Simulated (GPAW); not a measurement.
Runs of GPAW 26.7.0 on AlN. The structure is hexagonal, space group P6_3mc (No. 186). The conventional cell has a = 3.113 Å, b = 3.113 Å, c = 4.981 Å, α = 90.00°, β = 90.00°, γ = 120.00°. Around Al (site symmetry 3m) lie 4 N at 1.89 Å. N (site symmetry 3m) is surrounded by 4 Al at 1.89 Å. 

```csv
task,level,potentials or basis,cell,k mesh,cutoff (eV),smearing,band path,band points,optimizer,fmax,max steps,grid spacing,gap on the mesh (eV),pressure (GPa),relaxed volume (Å³/atom),largest force (eV/Å)
band structure,PBE,"GPAW PAW data sets (gpaw-data 1.2.1), lcao:dzp",as given,7 × 7 × 4,-,fermi-dirac 0.05 eV,"GMKGALHA,LM,KH",100,-,-,-,0.16 Å,(d),-,-,-
relaxation of cell and atoms,PBEsol+D3,"PAW data sets generated in the run's folder for this functional, pw",relaxed,7 × 7 × 4,800,fermi-dirac 0.05 eV,-,-,BFGS,0.02 eV/Å,60,-,4.18,0.0,10.39,0.01
band structure,RPBE,"the program's PAW data sets (release 1.2.1) made for this functional, pw",as given,7 × 7 × 4,800,fermi-dirac 0.05 eV,"GMKGALHA,LM,KH",100,-,-,-,-,(b),8.4,-,0.14
relaxation of cell and atoms,RPBE+D3(BJ),"the program's PAW data sets (release 1.2.1) made for this functional, pw",relaxed,7 × 7 × 4,800,fermi-dirac 0.05 eV,-,-,LBFGS,0.05 eV/Å,100,-,4.76,0.0,9.82,0.03
band structure,PBE,"GPAW PAW data sets (gpaw-data 1.2.1), pw",as given,7 × 7 × 4,800,fermi-dirac 0.05 eV,"GMKGALHA,LM,KH",60,-,-,-,-,4.23,4.6,-,(c)
single point,TB-mBJ,"GPAW PAW data sets for LDA (gpaw-data 1.2.1), pw",as given,7 × 7 × 4,800,fermi-dirac 0.05 eV,-,-,-,-,-,-,5.76,-,-,-
energy-loss spectrum,BLYP,"PAW data sets generated in the run's folder for this functional, pw",as given,8 × 8 × 5,600,fermi-dirac 0.001 eV,-,-,-,-,-,-,(a),-,-,-
relaxation of cell and atoms,PBEint,"PAW data sets generated in the run's folder for this functional, pw",relaxed,7 × 7 × 4,800,fermi-dirac 0.05 eV,-,-,FIRE,0.01 eV/Å,40,-,3.98,0.1,10.60,-
```

Alike in all rows: no spin polarisation.

Estimate the missing entries.

(a) 4.53; (b) 4.25; (c) 0.13; (d) 4.17.

Caveats: an odd mesh through Γ misses points on the zone boundary, where band edges often lie (some runs); later steps reuse the first step's grids (some runs); the real-space grid adds noise to forces (some runs); the forces don't sum to zero, a sign of grid noise (some runs); the basis of atomic orbitals isn't converged, which shifts pressures, moduli and gaps (some runs); a model potential gives levels but no total energy (some runs); the PAW data sets were made with another functional, which shifts forces and pressure a little (some runs).

Not every run made on this cell is shown here.
